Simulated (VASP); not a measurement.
Crystal: KF (Carobbiite).

```
K F
1.0
     0.00000    2.65497    2.65497
     2.65497    0.00000    2.65497
     2.65497    2.65497    0.00000
K F
1 1
Direct
  0.00000 0.00000 0.00000
  0.50000 0.50000 0.50000
```

Program: VASP 6.6.1. Alike in all runs: no spin polarisation; cell as given; k mesh 10 × 10 × 10; cutoff (eV) 520; smearing gaussian 0.03 eV.

Question: Order these runs on this cell by their band gap on the k mesh, lowest first.
A. level r2SCAN; potentials or basis VASP PAW PBE potentials, release 64 (K_sv, F)
B. level TB-mBJ; potentials or basis VASP PAW PBE potentials, release 64 (K_sv, F)
C. level LDA; potentials or basis VASP PAW LDA potentials, release 64 (K_sv, F)
D. level PBE; potentials or basis VASP PAW PBE potentials, release 64 (K_sv, F)

Answer: C (5.89 eV), D (6.27 eV), A (6.93 eV), B (10.30 eV).

A k mesh can miss the band edges.
